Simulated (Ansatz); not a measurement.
System: CuCl (zinc blende type), 2 atoms in the cell.

```yaml
crystal:
  lattice:
    - [0.00000, 2.71000, 2.71000]
    - [2.71000, 0.00000, 2.71000]
    - [2.71000, 2.71000, 0.00000]
  atoms:
    - { symbol: Cu, position: [0.00000, 0.00000, 0.00000] }
    - { symbol: Cl, position: [0.25000, 0.25000, 0.25000] }
```
Lattice in Å, positions in fractions of it.

These are results of PBE, all-electron LAPW, point nucleus in Ansatz 0.2.0 development build, not measurements.

k-mesh 6×6×6 Γ-centred; Fermi–Dirac smearing of 0.02 eV; no spin polarisation.

Q: How large is the gap on this mesh, is it direct, and where do the band edges lie (fractions of the reciprocal vectors of this cell)?

A: 0.53 eV, direct at (0.000, 0.000, 0.000).

Q: List the levels near the gap at (0.000, 0.000, 0.000), (0.000, 0.000, 0.167), (0.000, 0.167, -0.500), (0.000, 0.167, -0.333), (0.000, 0.167, -0.167), in eV from the top of the valence band (v1 is the highest filled band, c1 the lowest empty one).

A: 
```csv
k,v4,v3,v2,v1,c1,c2,c3
"(0.000, 0.000, 0.000)",-1.47,0.00,0.00,0.00,0.53,6.65,6.65
"(0.000, 0.000, 0.167)",-1.48,-0.52,-0.12,-0.12,1.53,6.16,6.97
"(0.000, 0.167, -0.500)",-1.39,-1.32,-0.71,-0.68,3.63,5.77,7.18
"(0.000, 0.167, -0.333)",-1.45,-1.22,-0.82,-0.47,3.60,6.01,6.73
"(0.000, 0.167, -0.167)",-1.43,-0.79,-0.62,-0.20,2.62,5.89,6.87
```

Semilocal functionals give gaps that mostly lie well below measured ones.
